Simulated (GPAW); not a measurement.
# Sb (Pm-3m) in GPAW: further runs

Aim: see how the results for Sb move with the level of theory and the settings. Levels: r2SCAN, PBEsol, PBEsol+D3. Tasks: single point, relaxation of cell and atoms.

Everything below comes from runs of GPAW 26.7.0. Logs are shortened: lines on timing, memory, paths and dates and some standing lists are left out, and cuts for length are marked. The log counts tension as positive stress, the text compression.

### 1 The crystal as given

It takes space group Pm-3m (No. 221, cubic). The conventional cell has a = 3.160 Å, b = 3.160 Å, c = 3.160 Å, α = 90.00°, β = 90.00°, γ = 90.00°. Sb (site symmetry m-3m) is surrounded by 6 Sb at 3.16 Å.

This isn't the form of Sb at room conditions, which is rhombohedral.

### 2 Single point, r2SCAN

run.py

```python
from ase.dft.bandgap import bandgap
from ase.io import read, write
from ase.units import GPa
from gpaw import GPAW, PW

atoms = read('Sb.cif')

calc = GPAW(mode=PW(500),
            xc='MGGA_X_R2SCAN+MGGA_C_R2SCAN',
            kpts={'size': (7, 7, 7), 'gamma': True},
            occupations={'name': 'fermi-dirac', 'width': 0.05},
            nbands=15,
            maxiter=120,
            txt='gpaw.txt')
atoms.calc = calc
energy = atoms.get_potential_energy()
forces = atoms.get_forces()
stress = atoms.get_stress()
calc.write('gs.gpw')
write('result.traj', atoms)
print(f'Energy: {energy:.6f} eV')
print('Forces (eV/A):')
print(forces.round(4))
print('Stress (GPa):', (stress / GPa).round(3))
print('Fermi level:', round(calc.get_fermi_level(), 4), 'eV')
print(f'Gap: {bandgap(calc)[0]:.4f} eV, direct: {bandgap(calc, direct=True)[0]:.4f} eV')
```

Sb.cif

```cif
data_Sb
_cell_length_a 3.16000000
_cell_length_b 3.16000000
_cell_length_c 3.16000000
_cell_angle_alpha 90.00000000
_cell_angle_beta 90.00000000
_cell_angle_gamma 90.00000000
_space_group_name_H-M_alt 'Pm-3m'
_space_group_name_Hall '-P 4 2 3'
_space_group_IT_number 221
loop_
_space_group_symop_operation_xyz
'x,y,z'
'-x,-y,-z'
'-y,x,z'
'y,-x,-z'
'-x,-y,z'
'x,y,-z'
'y,-x,z'
'-y,x,-z'
'x,-y,-z'
'-x,y,z'
'-y,-x,-z'
'y,x,z'
'-x,y,-z'
'x,-y,z'
'y,x,-z'
'-y,-x,z'
'z,x,y'
'-z,-x,-y'
'z,-y,x'
'-z,y,-x'
'z,-x,-y'
'-z,x,y'
'z,y,-x'
'-z,-y,x'
'-z,x,-y'
'z,-x,y'
'-z,-y,-x'
'z,y,x'
'-z,-x,y'
'z,x,-y'
'-z,y,x'
'z,-y,-x'
'y,z,x'
'-y,-z,-x'
'x,z,-y'
'-x,-z,y'
'-y,z,-x'
'y,-z,x'
'-x,z,y'
'x,-z,-y'
'-y,-z,x'
'y,z,-x'
'-x,-z,-y'
'x,z,y'
'y,-z,-x'
'-y,z,x'
'x,-z,y'
'-x,z,-y'
loop_
_atom_site_label
_atom_site_type_symbol
_atom_site_symmetry_multiplicity
_atom_site_Wyckoff_symbol
_atom_site_fract_x
_atom_site_fract_y
_atom_site_fract_z
_atom_site_occupancy
Sb1 Sb 1 a 0.0000000000 0.0000000000 0.0000000000 1
```

Potentials or basis: GPAW PAW data sets (gpaw-data 1.2.1), pw.

Launch:

```
$ OMP_NUM_THREADS=1 python run.py
```

gpaw.txt:

```text
__  _  _
 | _ |_)|_||  |
 |__||  | ||/\| - 26.7.0

Input parameters:
  mode=PW(ecut=500.0),
  kpts=MonkhorstPack(size=(7, 7, 7), gamma=True),
  maxiter=120,
  nbands=15,
  occupations=Occupations(name='fermi-dirac', width=0.05),
  xc=XC(name='MGGA_X_R2SCAN+MGGA_C_R2SCAN')

Diagonalizing LCAO Hamiltonian
Converting LCAO to pw mode
   .-------.
  /|       |
 * |       |
 | |       |
 | .-------.
 |/       /
 Sb------*

Atoms  # Å, Bohr magnetons
|   | symbol |        x |        y |        z |    initial magnetic moments |
|---|--------|----------|----------|----------|-----------------------------|
| 0 |     Sb | 0.000000 | 0.000000 | 0.000000 | ( 0.0000,  0.0000,  0.0000) |

Unit cell  # Å
| periodic |        x |        y |        z |  lengths |    angles |
|----------|----------|----------|----------|----------|-----------|
|      yes | 3.160000 | 0.000000 | 0.000000 | 3.160000 | 90.000000 |
|      yes | 0.000000 | 3.160000 | 0.000000 | 3.160000 | 90.000000 |
|      yes | 0.000000 | 0.000000 | 3.160000 | 3.160000 | 90.000000 |

Number of symmetries: 48
Symmetry operations  # r_c * U_cc + t_c -> r_c
|    | kind |            matrix            |
|----|------|------------------------------|
|  0 |  E   |  1, 0, 0,  0, 1, 0,  0, 0, 1 |
|  1 |  σ   |  1, 0, 0,  0, 1, 0,  0, 0,-1 |
|  2 |  σ   |  1, 0, 0,  0, 0, 1,  0, 1, 0 |
|  3 |  C4  |  1, 0, 0,  0, 0, 1,  0,-1, 0 |
|  4 |  C4  |  1, 0, 0,  0, 0,-1,  0, 1, 0 |
|  5 |  σ   |  1, 0, 0,  0, 0,-1,  0,-1, 0 |
|  6 |  σ   |  1, 0, 0,  0,-1, 0,  0, 0, 1 |
|  7 |  C2  |  1, 0, 0,  0,-1, 0,  0, 0,-1 |
|  8 |  σ   |  0, 1, 0,  1, 0, 0,  0, 0, 1 |
|  9 |  C2  |  0, 1, 0,  1, 0, 0,  0, 0,-1 |
| 10 |  C3  |  0, 1, 0,  0, 0, 1,  1, 0, 0 |
| 11 |  S6  |  0, 1, 0,  0, 0, 1, -1, 0, 0 |
| 12 |  S6  |  0, 1, 0,  0, 0,-1,  1, 0, 0 |
| 13 |  C3  |  0, 1, 0,  0, 0,-1, -1, 0, 0 |
| 14 |  C4  |  0, 1, 0, -1, 0, 0,  0, 0, 1 |
| 15 |  S4  |  0, 1, 0, -1, 0, 0,  0, 0,-1 |
| 16 |  C3  |  0, 0, 1,  1, 0, 0,  0, 1, 0 |
| 17 |  S6  |  0, 0, 1,  1, 0, 0,  0,-1, 0 |
| 18 |  σ   |  0, 0, 1,  0, 1, 0,  1, 0, 0 |
| 19 |  C4  |  0, 0, 1,  0, 1, 0, -1, 0, 0 |
| 20 |  C2  |  0, 0, 1,  0,-1, 0,  1, 0, 0 |
| 21 |  S4  |  0, 0, 1,  0,-1, 0, -1, 0, 0 |
| 22 |  S6  |  0, 0, 1, -1, 0, 0,  0, 1, 0 |
| 23 |  C3  |  0, 0, 1, -1, 0, 0,  0,-1, 0 |
| 24 |  S6  |  0, 0,-1,  1, 0, 0,  0, 1, 0 |
| 25 |  C3  |  0, 0,-1,  1, 0, 0,  0,-1, 0 |
| 26 |  C4  |  0, 0,-1,  0, 1, 0,  1, 0, 0 |
| 27 |  σ   |  0, 0,-1,  0, 1, 0, -1, 0, 0 |
| 28 |  S4  |  0, 0,-1,  0,-1, 0,  1, 0, 0 |
| 29 |  C2  |  0, 0,-1,  0,-1, 0, -1, 0, 0 |
| 30 |  C3  |  0, 0,-1, -1, 0, 0,  0, 1, 0 |
| 31 |  S6  |  0, 0,-1, -1, 0, 0,  0,-1, 0 |
| 32 |  C4  |  0,-1, 0,  1, 0, 0,  0, 0, 1 |
| 33 |  S4  |  0,-1, 0,  1, 0, 0,  0, 0,-1 |
| 34 |  S6  |  0,-1, 0,  0, 0, 1,  1, 0, 0 |
| 35 |  C3  |  0,-1, 0,  0, 0, 1, -1, 0, 0 |
| 36 |  C3  |  0,-1, 0,  0, 0,-1,  1, 0, 0 |
| 37 |  S6  |  0,-1, 0,  0, 0,-1, -1, 0, 0 |
| 38 |  σ   |  0,-1, 0, -1, 0, 0,  0, 0, 1 |
| 39 |  C2  |  0,-1, 0, -1, 0, 0,  0, 0,-1 |
| 40 |  σ   | -1, 0, 0,  0, 1, 0,  0, 0, 1 |
| 41 |  C2  | -1, 0, 0,  0, 1, 0,  0, 0,-1 |
| 42 |  C2  | -1, 0, 0,  0, 0, 1,  0, 1, 0 |
| 43 |  S4  | -1, 0, 0,  0, 0, 1,  0,-1, 0 |
| 44 |  S4  | -1, 0, 0,  0, 0,-1,  0, 1, 0 |
| 45 |  C2  | -1, 0, 0,  0, 0,-1,  0,-1, 0 |
| 46 |  C2  | -1, 0, 0,  0,-1, 0,  0, 0, 1 |
| 47 |  i   | -1, 0, 0,  0,-1, 0,  0, 0,-1 |

BZ-sampling:
  Number of BZ points: 343
  Number of IBZ points: 20

  Monkhorst-Pack size: [7, 7, 7]
  Monkhorst-Pack shift: [0, 0, 0]

K-points  # in reciprocal-cell coordinates
|     |                                coordinates |     weight |
|-----|--------------------------------------------|------------|
|   0 | (  0.00000000,   0.00000000,   0.00000000) | 0.00291545 |
|   1 | (  0.14285714,   0.00000000,   0.00000000) | 0.01749271 |
|   2 | (  0.14285714,   0.14285714,   0.00000000) | 0.03498542 |
|   3 | (  0.14285714,   0.14285714,   0.14285714) | 0.02332362 |
|   4 | (  0.28571429,   0.00000000,   0.00000000) | 0.01749271 |
|   5 | (  0.28571429,   0.14285714,   0.00000000) | 0.06997085 |
|   6 | (  0.28571429,   0.14285714,   0.14285714) | 0.06997085 |
|   7 | (  0.28571429,   0.28571429,   0.00000000) | 0.03498542 |
|   8 | (  0.28571429,   0.28571429,   0.14285714) | 0.06997085 |
|   9 | (  0.28571429,   0.28571429,   0.28571429) | 0.02332362 |
| ... |                                            |            |
|  19 | (  0.42857143,   0.42857143,   0.42857143) | 0.02332362 |

Plane wave coefficients: 812
Cutoff: 500.0 eV

Spin-components: 1 (collinear spins)
Bands:           15
Projectors:      6
Spin-degeneracy: 2
Datatype:        complex128

Parallelization:
  kpt:    1
  domain: 1
  band:   1

Density:
  Valence electrons: 15.0
  Components: 1
  Grid points: [18 18 18]
  Charge: 0.0  # |e|

Potential:
  Grid points: [18 18 18]

species:
  Sb:
    name:    Antimony
    Z:       51.0
    valence: 15
    core:    36
    charge:  0.0  # [|e|]
    compensation charges:
      type: gauss
      rc: 0.36  # [Å]
      lmax: 2
    cutoffs:
      filter: 2.23  # [Å]
      core: 2.23  # [Å]
    projectors
    | kind |    occ | energy [eV] | rcut [Å] |
    |------|--------|-------------|----------|
    |   5s |  2.000 |     -12.815 |    1.154 |
    |   5p |  3.000 |      -4.830 |    1.233 |
    |   4d | 10.000 |     -33.514 |    1.196 |
    |    s |        |      14.396 |    1.154 |
    |    p |        |      22.381 |    1.233 |
    |    d |        |      -6.303 |    1.196 |

    Using partial waves for Sb as LCAO basis

Reference energy: -176281.558248  # eV

eigensolver:
  PPCG
  Converge bands: occupied
  niter=2

density mixing:
  MSR1-Mixer
  Pratt-step length: 0.05
  Maximum mixing coefficient: 0.75
  Old densities: 10
  SVD Regularization: 0.005
  Good broyden scale: 1.0
  Trust region scale: 1.0
  Backstep threshold: 4.0
  History deletion threshold: 6.0
  Fourier metric: weight=20.0, sigma=0.015

occupation numbers:
  Fermi-Dirac:
    width: 0.0500  # eV

poisson solver:
  ecut: 4000.0  # eV

xc functional:
  name: MGGA_X_R2SCAN+MGGA_C_R2SCAN with 2 nearest neighbor stencil

convergence criteria:
- Maximum [total energy] change in last 3 cyles: 0.0005 eV / valence electron
- Maximum integral of absolute [dens]ity change: 0.0001 electrons / valence electron
- Maximum integral of absolute [eigenst]ate change: 4e-08 eV^2 / valence electron
maximum number of iterations: 120

SCF iterations
|iter     | |      energy | eigst |  dens |
|---------|-|-------------|-------|-------|
|iter:   1| |  -20.897572 | +0.09 |       |
|iter:   2| |  -19.237222 | -1.06 | -1.78 |
|iter:   3| |-357935.056128 | +5.24 | -1.72 |
|iter:   4| |  -11.907075 | +2.56 | +1.91 |
|iter:   5| |  -19.196216 | +0.69 | -1.18 |
|iter:   6| |  -19.255964 | -0.95 | -2.07 |
|iter:   7| |  -19.257237 | -2.85 | -2.26 |
|iter:   8| |  -19.258091c| -3.76 | -2.39 |
|iter:   9| |  -19.258642c| -3.97 | -2.74 |
|iter:  10| |  -19.258735c| -4.74 | -2.93 |
|iter:  11| |  -19.258729c| -5.62 | -3.01 |
|iter:  12| |  -19.258728c| -5.76 | -3.26 |
|iter:  13| |  -19.258728c| -6.45 | -3.65 |
|iter:  14| |  -19.258728c| -7.22 | -4.13c|
|iter:  15| |  -19.258728c| -7.84c| -4.99c|

Converged in 15 steps
Energy contributions relative to reference atoms: (reference = -176281.558248)

Energy contributions:
  Kinetic:          -0.409223
  Coulomb:          -0.432665
  Zero:              0.039167
  External:          0.000000
  Xc:              -18.453809
  Entropy:          -0.004397
  Spinorbit:         0.000000
  ----------------------------
  Free energy:     -19.260926
  Extrapolated:    -19.258728

dipole moment: (-11.353623, -11.353623, -11.353623)  # |e|*Ang

Fermi level: 5.833
Eigenvalues  # (at kpt = [0.000, 0.000, 0.000])
| band index |      eig [eV] | occ [0-2] |
|------------|---------------|-----------|
|          0 |       -23.946 |     2.000 |
|          1 |       -23.946 |     2.000 |
|          2 |       -23.782 |     2.000 |
|          3 |       -23.782 |     2.000 |
|          4 |       -23.782 |     2.000 |
|          5 |        -6.484 |     2.000 |
|          6 |         9.326 |     0.000 |
|          7 |         9.326 |     0.000 |
|          8 |         9.326 |     0.000 |
|          9 |        13.406 |     0.000 |
|         10 |        13.406 |     0.000 |
|         11 |        14.825 |     0.000 |
|         12 |        26.336 |     0.000 |
|         13 |        26.617 |     0.000 |
|         14 |        27.389 |     0.000 |

No gap
No difference between direct/indirect transitions

Forces  # eV/Ang
|       x |       y |       z |
|---------|---------|---------|
| 0.00000 | 0.00000 | 0.00000 |  # Sb   0

Stress tensor  # eV/Ang^3
|        x |        y |        z |
|----------|----------|----------|
| 0.027699 | 0.000000 | 0.000000 |
| 0.000000 | 0.027699 | 0.000000 |
| 0.000000 | 0.000000 | 0.027699 |

# Writing to gs.gpw (mode='')
```

It took 21 s on 1 thread of Arm Neoverse V2, shared host; peak memory 0.22 GiB.

What came out:

* Free energy: -19.2609 eV
* Pressure: -4.4 GPa
* Band gap on the k mesh: none (metal or under the smearing width)

Levels at points of the mesh, in eV from the Fermi level:
| k point | band 3 | band 4 | band 5 | band 6 | band 7 | band 8 | band 9 | band 10 | band 11 |
| --- | --- | --- | --- | --- | --- | --- | --- | --- | --- |
| (0.00, 0.00, 0.00) | -29.61 | -29.61 | -29.61 | -12.32 | 3.49 | 3.49 | 3.49 | 7.57 | 7.57 |

Caveat: the cutoff is short for stress and forces, so pressures can be off by a GPa or more; the PAW data sets were made with another functional, which shifts forces and pressure a little. The run has no spin-orbit coupling, so splittings on Sb are missing.

### 3 Relaxation of cell and atoms, PBEsol

run.py

```python
from ase import Atoms
from ase.filters import FrechetCellFilter
from ase.io import write
from ase.optimize import BFGS
from gpaw import GPAW, PW, setup_paths

setup_paths.insert(0, '.')

atoms = Atoms(['Sb'],
              cell=[[3.16, 0.0, 0.0],
                    [0.0, 3.16, 0.0],
                    [0.0, 0.0, 3.16]],
              scaled_positions=[[0.0, 0.0, 0.0]],
              pbc=True)

calc = GPAW(mode=PW(600),
            xc='PBEsol',
            kpts={'size': (8, 8, 8), 'gamma': True},
            occupations={'name': 'fermi-dirac', 'width': 0.05},
            nbands=15,
            convergence={'density': 1e-05, 'forces': 0.0001},
            maxiter=150,
            txt='gpaw.txt')
atoms.calc = calc
opt = BFGS(FrechetCellFilter(atoms), trajectory='relax.traj', logfile='-')
done = opt.run(fmax=0.02, steps=60)
calc.write('gs.gpw')
write('result.traj', atoms)
print('Converged:', done)
print('Cell:', atoms.cell.cellpar().round(4))
print('Volume:', round(atoms.get_volume(), 4))
print(atoms.get_scaled_positions().round(5))
```

Potentials or basis: PAW data sets generated in the run's folder for this functional, pw.

Launch:

```
$ gpaw-setup -f PBEsol Sb
$ OMP_NUM_THREADS=1 python run.py
```

Run time: 18 s. Hardware: 1 thread of AMD EPYC 9R45 (Zen 5), shared host; peak memory 0.17 GiB.

The run converged. Its results:

| Property | Result |
| --- | --- |
| Free energy | -4.7962 eV |
| Relaxed volume | 28.75 Å³/atom |
| Relaxed cell | a = 3.064 Å, b = 3.064 Å, c = 3.064 Å, α = 90.00°, β = 90.00°, γ = 90.00° |
| Space group after relaxing (to 0.05 Å) | Pm-3m (No. 221) |
| Energy gained by relaxing | 46.6 meV/atom |
| Ionic steps | 4 |
| Pressure after relaxing | 0.0 GPa |
| Band gap on the k mesh | none (metal or under the smearing width) |

Step by step:
| step | energy change (eV) | largest force (eV/Å) | pressure (GPa) | volume (Å³) |
| --- | --- | --- | --- | --- |
| 1 | 0.0000 | 0.0000 | -4.91 | 31.55 |
| 2 | -0.0318 | 0.0000 | -3.01 | 30.27 |
| 3 | -0.0462 | 0.0000 | 0.47 | 28.54 |
| 4 | -0.0466 | 0.0000 | -0.03 | 28.75 |

Final structure:
```
CELL_PARAMETERS angstrom
3.06354 0.00000 0.00000
0.00000 3.06354 0.00000
0.00000 0.00000 3.06354
ATOMIC_POSITIONS crystal
Sb 0.00000 0.00000 0.00000
```

Levels at points of the mesh, in eV from the Fermi level:
```
           k point  band 5  band 6  band 7  band 8  band 9  band 10  band 11
(0.00, 0.00, 0.00)  -28.90  -12.61    3.41    3.41    3.41     7.25     7.25
(0.50, 0.00, 0.00)  -28.90  -10.03   -5.78    5.53    5.53     9.73    10.71
(0.50, 0.50, 0.00)  -28.83   -7.32   -3.63   -3.63    2.07     7.71    13.49
(0.50, 0.50, 0.50)  -28.82   -4.27   -1.62   -1.62   -1.62     4.89     4.89
```

Caveat: later steps reuse the first step's grids. The run has no spin-orbit coupling, so splittings on Sb are missing.

### 4 Relaxation of cell and atoms, PBEsol+D3

Edit run.py of step 3 so:

```diff
@@ -1,2 +1,3 @@
 from ase import Atoms
+from ase.calculators.mixing import SumCalculator
 from ase.filters import FrechetCellFilter
@@ -4,2 +5,3 @@
 from ase.optimize import BFGS
+from dftd3.ase import DFTD3
 from gpaw import GPAW, PW, setup_paths
@@ -23,3 +25,3 @@
             txt='gpaw.txt')
-atoms.calc = calc
+atoms.calc = SumCalculator([calc, DFTD3(method='pbesol', damping='d3zero')])
 opt = BFGS(FrechetCellFilter(atoms), trajectory='relax.traj', logfile='-')
```

Launch:

```
$ gpaw-setup -f PBEsol Sb
$ OMP_NUM_THREADS=1 python run.py
```

It took 18 s on 1 thread of AMD EPYC 9R45 (Zen 5), shared host; peak memory 0.18 GiB.

Results (log left out):

```
Free energy                            : -5.0215 eV
Relaxed volume                         : 28.35 Å³/atom
Relaxed cell                           : a = 3.049 Å, b = 3.049 Å, c = 3.049 Å, α = 90.00°, β = 90.00°, γ = 90.00°
Space group after relaxing (to 0.05 Å) : Pm-3m (No. 221)
Energy gained by relaxing              : 63.9 meV/atom
Ionic steps                            : 4
Pressure after relaxing                : 0.0 GPa
Band gap on the k mesh                 : none (metal or under the smearing width)
Dispersion energy per atom             : -0.226 eV
```

Step by step:
```tsv
step	energy change (eV)	largest force (eV/Å)	pressure (GPa)	volume (Å³)
1	0.0000	0.0000	-5.83	31.55
2	-0.0446	0.0000	-3.53	30.04
3	-0.0633	0.0000	0.58	28.10
4	-0.0639	0.0000	-0.03	28.35
```

Final structure:
```
CELL_PARAMETERS angstrom
3.04915 0.00000 0.00000
0.00000 3.04915 0.00000
0.00000 0.00000 3.04915
ATOMIC_POSITIONS crystal
Sb 0.00000 0.00000 0.00000
```

Levels at points of the mesh, in eV from the Fermi level:
| k point | band 4 | band 5 | band 6 | band 7 | band 8 | band 9 | band 10 | band 11 |
| --- | --- | --- | --- | --- | --- | --- | --- | --- |
| (0.00, 0.00, 0.00) | -28.92 | -28.92 | -12.72 | 3.44 | 3.44 | 3.44 | 7.27 | 7.27 |
| (0.50, 0.00, 0.00) | -28.94 | -28.91 | -10.09 | -5.88 | 5.62 | 5.62 | 9.79 | 10.75 |
| (0.50, 0.50, 0.00) | -28.96 | -28.83 | -7.31 | -3.70 | -3.70 | 2.02 | 7.86 | 13.53 |
| (0.50, 0.50, 0.50) | -28.83 | -28.83 | -4.19 | -1.65 | -1.65 | -1.65 | 4.87 | 4.87 |

Caveat: later steps reuse the first step's grids; pairwise dispersion overbinds metals, which lowers pressure and volume.

### 5 Summary

| task | level | potentials or basis | cell | k mesh | cutoff (eV) | maxiter | convergence | optimizer | fmax | max steps | gap on the mesh (eV) | pressure (GPa) | relaxed volume (Å³/atom) |
| --- | --- | --- | --- | --- | --- | --- | --- | --- | --- | --- | --- | --- | --- |
| single point | r2SCAN | GPAW PAW data sets (gpaw-data 1.2.1), pw | as given | 7 × 7 × 7 | 500 | 120 | default | - | - | - | none | -4.4 | - |
| relaxation of cell and atoms | PBEsol | PAW data sets generated in the run's folder for this functional, pw | relaxed | 8 × 8 × 8 | 600 | 150 | density=1e-05 forces=0.0001 | BFGS | 0.02 eV/Å | 60 | none | 0.0 | 28.75 |
| relaxation of cell and atoms | PBEsol+D3 | PAW data sets generated in the run's folder for this functional, pw | relaxed | 8 × 8 × 8 | 600 | 150 | density=1e-05 forces=0.0001 | BFGS | 0.02 eV/Å | 60 | none | 0.0 | 28.35 |

Alike in all rows: no spin polarisation; smearing fermi-dirac 0.05 eV.

Caveats: later steps reuse the first step's grids (some runs); the cutoff is short for stress and forces, so pressures can be off by a GPa or more (some runs); the PAW data sets were made with another functional, which shifts forces and pressure a little (some runs); pairwise dispersion overbinds metals, which lowers pressure and volume (some runs).

Total energies depend on the potentials used, so only differences within one code and one set of settings carry meaning.
